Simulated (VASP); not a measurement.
Ta: single point with PBEsol

Ta:

```
CELL_PARAMETERS angstrom
2.85084 0.00000 0.00000
-1.42542 2.46890 0.00000
0.00000 0.00000 2.70677
ATOMIC_POSITIONS crystal
Ta 0.00000 0.00000 0.00000
```

The cell was built by a generator and needn't be a form met in nature.

```yaml
Program: VASP 6.6.1
Task: single point
Functional: PBEsol
Potentials_or_basis: VASP PAW PBE potentials, release 64 (Ta_pv)
Cutoff: 520 eV
k_mesh: 24 × 24 × 20
Occupations: gaussian, width 0.1 eV
Spin: no spin polarisation
```

```
Pressure               : 0.2 GPa
Band gap on the k mesh : none (metal or under the smearing width)
```

Stress tensor (GPa, compression positive):
```
0.15 0.00 0.00
0.00 0.15 0.00
0.00 0.00 0.22
```

Levels at points of the mesh, in eV from the Fermi level:
```tsv
k point	band 2	band 3	band 4	band 5	band 6	band 7	band 8	band 9
(0.00, 0.00, 0.00)	-33.58	-33.58	-8.05	-3.11	0.43	0.43	6.22	6.22
(0.50, 0.00, 0.00)	-33.87	-33.45	-4.64	-2.25	0.58	2.23	5.35	6.69
(0.00, 0.00, 0.50)	-33.47	-33.47	-4.55	-0.49	1.31	1.31	2.56	2.56
(0.50, 0.00, 0.50)	-34.61	-33.74	-4.38	-2.77	1.04	5.58	6.17	7.09
```

Run time: 34 s on 1 thread of Intel(R) Xeon(R) 6975P-C (Granite Rapids) (shared host), peak memory 0.25 GiB.

Caveat: the PAW data sets were made with another functional, which shifts forces and pressure a little. The run has no spin-orbit coupling, so splittings on Ta are missing.
